## Question

Platinum crystallises in the fcc structure. The table lists twenty structures of the element, relaxed with the PBE functional. The column "over lowest" gives the energy per atom above fcc, called the cost below. Three costs are withheld.

Structures of platinum, with cell and atoms relaxed at zero pressure in Ansatz 0.2.0 (scalar-relativistic DFT with the PBE functional, no spin polarisation, plane waves with PAW, cutoff 420 eV, Gaussian smearing of 0.1 eV). "Over lowest" is the energy per atom above the lowest computed structure, without zero-point motion.

| found from | space group number | atoms in cell | volume per atom (Å³) | over lowest (meV/atom) |
| --- | --- | --- | --- | --- |
| database cell | 225 | 1 | 15.64 | 0.0 |
| La type | 194 | 4 | 15.69 | 29.0 |
| Sm type | 166 | 3 | 15.71 | 39.0 |
| database cell | 194 | 2 | 15.75 | 57.0 |
| changed type | 166 | 4 | 16.02 | 66.0 |
| changed type | 69 | 2 | 16.30 | 68.0 |
| changed type | 194 | 8 | 16.26 | 71.0 |
| changed type | 166 | 2 | 16.25 | 76.0 |
| changed type | 194 | 4 | 16.25 | 77.0 |
| database cell | 229 | 1 | 15.83 | 98.0 |
| random start | 65 | 3 | 16.38 | 108.0 |
| Ga sites | 63 | 2 | 16.35 | 119.0 |
| Sn type | 191 | 1 | 16.84 | 123.0 |
| Ti type | 191 | 3 | 16.03 | 150.0 |
| W type | 223 | 8 | 16.22 | 256.0 |
| Sn type | 141 | 2 | 17.15 | 293.0 |
| random start | 194 | 2 | 18.72 | 437.0 |
| changed type | 166 | 12 | 21.43 | ? |
| changed type | 194 | 4 | 20.78 | ? |
| Si type | 227 | 2 | 24.07 | ? |

"Found from" tells how a starting structure was obtained, and some of its names need care: "W type" is the A15 structure, while bcc is the row with space group number 229. "Ti type" is the omega structure, not hcp. "Sn type" covers two structures, simple hexagonal (space group 191) and white tin (141). "Changed type" means that the relaxed structure is no longer the one it started from, and its final type is not named.

(a) Use the known rows to judge how far the volume per atom can serve as a guide to the cost.

(b) Explain why open structures of platinum should be costly, and turn the explanation into a formula.

(c) Predict the three withheld costs, with error bars.

(d) Compare the predictions with the computed values and explain the hits and misses.

## Model answer

**(a) What volume can and cannot tell.** Two rows make the best starting point, because they share the same atomic sites. Both have space group 194 and two atoms in the cell, which by symmetry are the hcp sites; only the shape and size of the cell differ. The compact one has 15.75 Å³ per atom and costs 57 meV. The one from a random start has 18.72 Å³ and costs 437 meV. I call it strained hcp below. Its axial ratio is not listed, and on these sites the ratio decides how many neighbours lie close, so its coordination may be quite unlike that of hcp. The pair shows that a more open cell on the same sites can be expensive, but not how much of the cost is due to volume and how much to shape.

Among the densest structures, another quantity takes over. La type, Sm type and hcp are stacks of the same close-packed layers as fcc, and their volumes are almost equal. What changes is the share of layers stacked in the hcp manner: none in fcc, one half in La type, two thirds in Sm type and all in hcp. A straight line from fcc to hcp gives 28.5 and 38 meV for the two in between, and the calculation gives 29 and 39 meV. Each hcp-like layer thus adds nearly the same cost, which volume hardly registers.

A third comparison shows how coarse a guide volume is. W type costs 256 meV, while the "changed type" row with space group 166 and two atoms costs 76 meV at nearly the same volume. The arrangement of the atoms alone can therefore shift the cost by well over 0.1 eV. Volume cannot settle the order of the dense structures, and for the more open ones it gives at best a rough size: white tin costs 293 meV at 17.15 Å³, simple hexagonal only 123 meV at 16.84 Å³.

**(b) Why open structures are costly.** Much of the cohesion of platinum comes from its d electrons. The d orbitals of neighbouring atoms couple and spread into a band, and the electrons gain energy by filling its lower part first. In the second-moment picture, the width of this band goes as the square root of $S$, the sum of the squared couplings of an atom to its neighbours. The root matters: an atom that loses half of $S$ loses only about 30 % of its bond energy, because each remaining bond becomes stronger.

Repulsion between the atoms must be counted too. Suppose that the bond energy falls with distance as the power $n$, and the repulsion as a larger power $m$. At the relaxed volume the two balance, so the repulsion is the fraction $n/m$ of the bond energy in every structure. The total energy then follows the same square root as the bond energy.

One more step links $S$ to the table. An atom with more space has fewer neighbours within reach, or more distant ones, so I take $S$ to be inversely proportional to the volume per atom $V$. This is an assumption, not a theorem. It gives

$$
\text{cost}=K\left(1-\sqrt{\frac{V_{\text{fcc}}}{V}}\right),
$$

where $V_{\text{fcc}}$ is 15.64 Å³ and $K$ is the only constant to be found.

A least-squares fit to the 17 known rows gives $K$ = 5.3 eV, with a standard error of 0.5 eV. If the formula held up to infinite volume, $K$ would be the energy needed to pull the metal apart into atoms. The cohesive energy of platinum is roughly 5.8 eV, a recalled value, so the constant has a sensible size. This is modest support. Atoms far apart lie well outside the range of the fit, and a different power of the volume would be expected to give a different $K$, roughly in inverse proportion to the power. The known rows do not pick out the square root: its root-mean-square misfit is 55.3 meV, against 56.8 meV for a straight line in volume. The most open known row weighs most in the fit, and the dense rows are described poorly, with 19 meV for hcp against 57 and 32 meV for bcc against 98.

The strained hcp row offers a harder test, as it is much more open than the other known rows. Fitted without it, the formula predicts 481 meV for it, against the computed 437 meV, which is 10 % too high. A cost simply proportional to the extra volume, fitted to the same denser rows, predicts 525 meV. The square root comes closer, but the two predictions differ by only 44 meV, less than the typical misfit of a known row, so the test does not decide between them. The proportional law remains useful as a measure of doubt.

**(c) The predictions.** Si type is the diamond structure, in which each atom has four nearest neighbours instead of twelve. Its row was not part of the fit. The estimate runs

$$
\frac{V_{\text{fcc}}}{V}=\frac{15.64}{24.07}=0.65,\qquad
\text{cost}=5.3\ \text{eV}\times\left(1-\sqrt{0.65}\right)\approx 1.0\ \text{eV}.
$$

Counting neighbours alone would give a very different answer. With four equal couplings in place of twelve, the same square root would lead to $5.3\ \text{eV}\times(1-\sqrt{4/12})\approx 2.2$ eV. But the bonds do not stay equal. The volume and the symmetry fix the nearest distance at 2.50 Å, against 2.81 Å in fcc, so the four bonds are 11 % shorter and each couples more strongly. Volume reflects both changes at once, which is why I rely on it here rather than on the count of neighbours.

The same formula gives about 0.8 eV for the "changed type" with space group 166 and twelve atoms. For the one with space group 194 and 20.78 Å³ it gives about 0.7 eV. Nothing in their labels identifies the final structures, so there is no physical reason to shift either value.

For the error bars I combine two sources of doubt as the root of the sum of their squares. One is twice the root-mean-square misfit of the known rows, about 0.11 eV. The other is the gap between the square-root law and the proportional law, which widens with volume. The resulting bars are a judgement, not a statistical confidence limit:

- Si type: 1.0 eV, give or take 0.3 eV, the dearest of the three.
- Changed type, space group 166, twelve atoms: 0.8 eV, give or take 0.15 eV.
- Changed type, space group 194, 20.78 Å³: 0.7 eV, give or take 0.15 eV.

The last two lie too close together to be put in order.

**(d) The computed values.**

The withheld rows as computed:

| found from | space group number | atoms in cell | volume per atom (Å³) | over lowest (meV/atom) |
| --- | --- | --- | --- | --- |
| changed type | 166 | 12 | 21.43 | 659.0 |
| changed type | 194 | 4 | 20.78 | 927.0 |
| Si type | 227 | 2 | 24.07 | 1075.0 |

Si type is a hit: the formula's 1033 meV lies 4 % below the computed 1075 meV. The structure with space group 166 is a hit by its error bar, though the predicted 776 meV is too high by 117 meV. The one with space group 194 is a clear miss. Its predicted 705 meV is too low by 222 meV, about one and a half times the error bar.

The two "changed type" rows also show what went wrong. The one with less volume per atom is the dearer, by 268 meV, so no formula that makes the cost rise with volume alone could have put them in the right order. They consist of the same element and were computed in the same way. The difference must come from how the atoms are arranged, together with any change in the electronic state that the arrangement brings.

## Remarks on the reasoning

**A small error in a large energy.** The cost is a small difference between two large cohesive energies. The miss of 222 meV is only 4 % of $K$, yet it is 24 % of the computed cost. The assumption that $S$ follows the inverse volume may therefore be nearly right and still fail to rank two structures. This is why the formula is fit for rough sizes and not for fine order.

**Where the empty space sits.** Volume per atom is an average, while bonding depends on what lies close to each atom. Imagine a crystal cut into thick slabs that are then drawn apart. The volume per atom grows without end, but the cost stops growing once the slabs no longer touch, because the atoms inside them keep all their neighbours. The formula asks too much for space gathered in gaps of this kind. Such gaps might explain why it overshoots for the structure with space group 166, but that is a guess, since the volume does not reveal where the space lies.

**An error bar with a blind spot.** The gap between the two laws was meant to express doubt about the form of the formula. Both laws, however, depend on volume alone, so they can agree with each other and be wrong together. For the row that was missed they gave 705 and 792 meV, and the computed value is 927 meV. The scatter of the known rows did include effects of arrangement, but nearly all of those rows are dense. A wider bar for the open structures would have been wiser.

**How much credit the diamond result deserves.** The formula implies that $S$ in Si type is 0.65 of its value in fcc. With four neighbours in place of twelve, each squared coupling must then have about doubled, since $12\times0.65/4\approx2$. The usual scaling for d orbitals, in which the squared coupling falls as the tenth power of distance, would make it rise about threefold for bonds 11 % shorter. That would bring $S$ back to about its fcc value, since $4\times3/12=1$, and the formula would then give diamond almost no cost. The usual scaling thus disagrees with the assumed $S$ for this row, and only a much softer fall with distance would reconcile them. The close agreement counts for the fitted trend with volume, not for the microscopic picture.

**Two predictions that earn no credit.** The table lists its rows by rising cost. A reader could tell from their places alone that all three withheld costs would exceed 437 meV and that Si type would be the dearest. The order of the two "changed type" rows, left open in (c), could be read off in the same way. The formula is to be judged by the sizes it gave, which did not use this order.

**What the costs mean.** Each relaxation kept the symmetry of its starting structure. A structure may therefore rest at a point from which a distortion forbidden by that symmetry would lead downhill. The cost of Si type tells how unfavourable this arrangement is in the calculation, not whether platinum could be held in it. Spin–orbit coupling, which is strong in platinum, is also left out, and its effect on these energy differences is untested. The runs have no spin polarisation, so the costs are those of non-magnetic states, and any lowering of an open structure by a magnetic moment is not included.
